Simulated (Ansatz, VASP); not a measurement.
Two plane-wave programs on Rh

INCAR

```
ALGO     = Normal         # electronic algorithm
EDIFF    = 1E-7           # SCF threshold, eV
ENCUT    = 520            # plane-wave cutoff, eV
GGA      = PE             # functional
ISIF     = 2              # what is computed and relaxed
ISMEAR   = 0              # smearing method
LASPH    = True           # aspherical terms in the spheres
LCHARG   = True           # write CHGCAR
LELF     = True           # ELF
LREAL    = False          # projectors in reciprocal space
LVHAR    = True         
LWAVE    = False          # write WAVECAR
NBANDS   = 14             # bands
NELM     = 100            # most SCF steps
PREC     = Accurate       # precision mode
SIGMA    = 0.05           # smearing width, eV
```

File KPOINTS:

```
k-points
0
Gamma
  10 10 10
```

File POSCAR:

```
Rh
1.0
   -1.5351900547      1.5351900547      1.5351900547
    1.5351900547     -1.5351900547      1.5351900547
    1.5351900547      1.5351900547     -1.5351900547
Rh
1
Direct
    0.0000000000      0.0000000000      0.0000000000
```

Input for Ansatz:

```yaml
crystal:
  lattice:
    - [-1.5351900547, 1.5351900547, 1.5351900547]
    - [1.5351900547, -1.5351900547, 1.5351900547]
    - [1.5351900547, 1.5351900547, -1.5351900547]
  atoms:
    - { symbol: Rh, position: [0.0, 0.0, 0.0] }
basis:
  ecutwfc: 420
  ecutrho_ratio: 4
kpoints:
  mp_grid: { grid: [10, 10, 10] }
hamiltonian:
  xc: pbe
scf:
  occupations: { method: gaussian, width: 0.05 }
output:
  forces: true
  stress: true
  eigenvalues: true
```

Alike in both runs: task single point; functional PBE; k mesh 10 × 10 × 10; occupations gaussian, width 0.05 eV; no spin polarisation.

|  | VASP | Ansatz |
| --- | --- | --- |
| version | VASP 6.6.1 | Ansatz 0.2.0 |
| potentials or method | VASP PAW PBE potentials, release 64 (Rh_pv) | scalar-relativistic, plane waves, PAW |
| plane-wave cutoff (eV) | 520 | 420 |
| valence electrons in the cell | 15 | 17 |

```tsv
	VASP	Ansatz	Ansatz less VASP
pressure (GPa)	-0.1	-0.1	-0.04
```

With one functional, cell and mesh, what is left measures potentials, basis and numerics. The two sets of potentials don't hold the same shells in valence.
